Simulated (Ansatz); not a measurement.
ZnSiP2:

```
CELL_PARAMETERS angstrom
-2.68670 2.68670 5.23003
2.68670 -2.68670 5.23003
2.68670 2.68670 -5.23003
ATOMIC_POSITIONS crystal
Zn 0.75000 0.25000 0.50000
Zn 0.00000 0.00000 0.00000
P 0.14230 0.62500 0.01730
P 0.60770 0.12500 0.98270
P 0.87500 0.85770 0.48270
P 0.37500 0.39230 0.51730
Si 0.25000 0.75000 0.50000
Si 0.50000 0.50000 0.00000
```

The cell is a database's computed one.

Base run:

| Quantity | Value |
| --- | --- |
| Program | Ansatz 0.2.0 |
| Functional | BLYP |
| Potentials or basis | Ansatz PAW |
| Cutoff | 420 eV |
| Density cutoff | 1680 eV |
| k mesh | 5 × 5 × 5 |
| Occupations | fermi-dirac, width 0.05 eV |
| Spin | no spin polarisation |

Its results: band gap on the k mesh 1.51 eV, direct; pressure 6.1 GPa.

Q: The run is repeated on the same cell with these changes: functional from BLYP to RPBE. What comes out?

A: Band gap on the k mesh 1.39 eV, direct; pressure 4.3 GPa.

Caveats: the potentials were made for another functional, which shifts forces and pressure; the PAW data sets come from PBE, with cores solved anew for the run's functional, which leaves a small shift of forces and pressure.

Not every run made on this cell is shown here.
